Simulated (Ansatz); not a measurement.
**SnO2: properties at the relaxed cell**

One table from this session's results is given with a row withheld; the runs are named, their logs left out.

Computed with Ansatz 0.2.0 (DFT PBEsol, scalar-relativistic, plane waves, PAW, unless a step's input says otherwise).

**The system as given**

The structure is tetragonal, space group I4_1/amd (No. 141). Conventional cell: a = 4.012 Å, b = 4.012 Å, c = 10.248 Å, α = 90.00°, β = 90.00°, γ = 90.00°. Sn (site symmetry -4m2) has 6 O at 2.06 to 2.08 Å as nearest neighbours. O (site symmetry 2mm) has 3 Sn at 2.06 to 2.08 Å as nearest neighbours.

Structure file:

```
CELL_PARAMETERS angstrom
-2.00577 2.00577 5.12407
2.00577 -2.00577 5.12407
2.00577 2.00577 -5.12407
ATOMIC_POSITIONS crystal
Sn 0.75000 0.25000 0.50000
Sn 0.00000 0.00000 0.00000
O 0.79708 0.79708 0.00000
O 0.95292 0.45292 0.50000
O 0.20292 0.20292 0.00000
O 0.54708 0.04708 0.50000
```

It goes back to an entry of the Materials Project, which need not be the stable form.

This cell was relaxed beforehand with the same method: volume 13.74 Å³/atom, gap on the mesh 1.54 eV.

Set-up of the first run:

File input.yaml:

```yaml
crystal:
  lattice:
    - [-1.9855050663, 1.9855050663, 5.0723119477]
    - [1.9855050663, -1.9855050663, 5.0723119477]
    - [1.9855050663, 1.9855050663, -5.0723119477]
  atoms:
    - { symbol: Sn, position: [0.75, 0.25, 0.5] }
    - { symbol: Sn, position: [0.0, 0.0, 0.0] }
    - { symbol: O, position: [0.7970800014, 0.7970800014, 0.0] }
    - { symbol: O, position: [0.9529199986, 0.4529199986, 0.5] }
    - { symbol: O, position: [0.2029199986, 0.2029199986, 0.0] }
    - { symbol: O, position: [0.5470800014, 0.0470800014, 0.5] }
basis:
  ecutwfc: 420
kpoints:
  mp_grid: { grid: [10, 10, 10] }
hamiltonian:
  xc: pbesol
scf:
  occupations: { method: gaussian, width: 0.02 }
output:
  forces: true
  stress: true
  eigenvalues: true
relax:
  adjacent_minimum: "off"
  f_tol: 0.01
  max_steps: 30
  cell: { stress_tol: 0.1, fix: [volume] }
```

Command:

```sh
ansatz run input.yaml --threads 1 --pin off --max-ram 2560MiB --backend cpu --events-out ev --progress --plain --runs-dir out
```

Among the steps run: The cell scaled to 0.97 of its volume; Volume × 1.03; The cell scaled to 0.94 of its volume; Volume × 1.06; Volume × 0.91; Volume × 1.10; Point at V/V0 = 0.88.

One table of the session follows, with a row left open; its other results are not shown here.

It belongs to the step «Energy against volume». 

| volume (Å³/atom) | energy above the lowest point (meV/atom) | pressure (GPa) | gap on the mesh (eV) |
| --- | --- | --- | --- |
| 12.094 | 112.9 | 23.69 | 2.55 |
| 12.506 | 60.9 | 16.83 | 2.32 |
| 12.919 | 25.8 | 10.53 | 2.06 |
| 13.331 | ? | ? | ? |
| 13.743 | 0.0 | 0.00 | 1.54 |
| 14.155 | 5.5 | -4.19 | 1.29 |
| 14.568 | 21.0 | -7.73 | 1.05 |
| 15.117 | 54.3 | -11.52 | 0.78 |

Q: Estimate the row for volume (Å³/atom) = 13.331 from the others.

Worked estimate for «energy above the lowest point (meV/atom)». A straight line through the neighbours (12.919, 25.8) and (13.743, 0.0) gives 25.8 + (0.0 − 25.8) × (13.331 − 12.919) / (13.743 − 12.919) = 12.9; a parabola fitted to 4 rows on both sides gives 6.1.

As computed: energy above the lowest point (meV/atom): 6.1; pressure (GPa): 4.92; gap on the mesh (eV): 1.80. In «energy above the lowest point (meV/atom)» the line misses by +6.8 and the parabola by 0.0.
